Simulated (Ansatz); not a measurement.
**Be (bcc type): how the settings move a single-point run**

Question: which choices in the input matter for Be (bcc type)?

Program: Ansatz 0.2.0. Level of theory: reference: DFT, PBE, all-electron LAPW, scalar-relativistic. These are calculated values, not measurements.

1 further run of the same task is left out (set aside as unsound or not needed).

### 1 The system as given

It takes space group I4/mmm (No. 139, tetragonal). Conventional cell: a = 2.482 Å, b = 2.482 Å, c = 2.538 Å, α = 90.00°, β = 90.00°, γ = 90.00°. Be (site symmetry 4/mmm) has 14 Be at 2.17 to 2.54 Å as nearest neighbours.

Coordinates:

```xyz
1
Lattice="-1.2410 1.2410 1.2690 1.2410 -1.2410 1.2690 1.2410 1.2410 -1.2690" Properties=species:S:1:pos:R:3 pbc="T T T"
Be    0.0000    0.0000    0.0000
```

### 2 The reference run

The input, input.yaml:

```yaml
crystal:
  lattice:
    - [-1.2409627004, 1.2409627004, 1.268988807]
    - [1.2409627004, -1.2409627004, 1.268988807]
    - [1.2409627004, 1.2409627004, -1.268988807]
  atoms:
    - { symbol: Be, position: [0.0, 0.0, 0.0] }
kpoints:
  mp_grid: { grid: [20, 20, 20] }
scf:
  occupations: { method: fermi_dirac, width: 0.05 }
hamiltonian:
  xc: pbe
  pseudopotentials: { kind: all_electron, lapw: { basis_error: 0.001 } }
output:
  forces: true
  stress: true
  eigenvalues: true
```

Launch:

```bash
$ ansatz run input.yaml --threads 1 --pin off --max-ram 2048MiB --backend cpu --events-out ev --progress --plain --runs-dir out
```

### 3 Changed: mp_grid.grid [10, 10, 10], occupations.method methfessel_paxton

input.yaml, as its differences from that of step 2:

```diff
@@ -8,5 +8,5 @@
 kpoints:
-  mp_grid: { grid: [20, 20, 20] }
+  mp_grid: { grid: [10, 10, 10] }
 scf:
-  occupations: { method: fermi_dirac, width: 0.05 }
+  occupations: { method: methfessel_paxton, width: 0.05 }
 hamiltonian:
```

Before running it: what results should come out? Wanted: for each run, ending; energy change; pressure; gap; force.

The runs gave:

| run | ending | energy change | pressure (GPa) | gap (eV) | force (eV/Å) | cycles | time |
| --- | --- | --- | --- | --- | --- | --- | --- |
| reference | converged | 0 | 0.0 | 0.00 | 0.00 | 4 | 3.2 s |
| 1: mp_grid.grid [10, 10, 10], occupations.method methfessel_paxton | converged | +8.9 meV/atom (σ→0) | 0.1 | 0.00 | 0.00 | 4 | 0.58 s |

Residual by cycle in the longest SCF loop of each run; runs are numbered as in the table. The quantity is the density residual dr2, in eV.

| cycle | reference | run 1 |
| --- | --- | --- |
| 1 | 5.1e-4 | 4.6e-4 |
| 2 | 1.2e-4 | 1.1e-4 |
| 3 | 1.1e-6 | 9.9e-7 |
| 4 | 3.4e-9 | 3.5e-9 |

Changing the k-point mesh and smearing moves the energy by +8.9 meV/atom (σ→0 values). More than one kind of setting changed, and this run alone doesn't tell their shares apart. Cost: 0.58 s against 3.2 s.
